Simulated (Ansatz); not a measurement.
Crystal: BP.

```xyz
2
Lattice="0.0000 2.2690 2.2690 2.2690 0.0000 2.2690 2.2690 2.2690 0.0000" Properties=species:S:1:pos:R:3 pbc="T T T"
P     3.4035    3.4035    3.4035
B     0.0000    0.0000    0.0000
```

Base run:

| Quantity | Value |
| --- | --- |
| Program | Ansatz 0.2.0 |
| Functional | r2SCAN |
| Potentials or basis | Ansatz PAW |
| Cutoff | 500 eV (not typed: the program's choice for these potentials) |
| k mesh | 10 × 10 × 10 |
| Occupations | fermi-dirac, width 0.05 eV |
| Spin | no spin polarisation |

Its results: band gap on the k mesh 1.42 eV, indirect (least direct gap 3.60 eV); pressure -0.2 GPa.

The run is repeated on the same cell with these changes: functional from r2SCAN to PBEsol; cutoff from 500 eV (not typed: the program's choice for these potentials) to 420 eV (not typed: the program's choice for these potentials). What comes out?

Band gap on the k mesh 1.13 eV, indirect (least direct gap 3.36 eV); pressure -2.0 GPa.

r2SCAN gives the wider gap, since meta-GGAs in the generalised Kohn-Sham scheme recover part of the derivative discontinuity.

Caveats: the PAW data sets come from PBE, with cores solved anew for the run's functional, which leaves a small shift of forces and pressure.
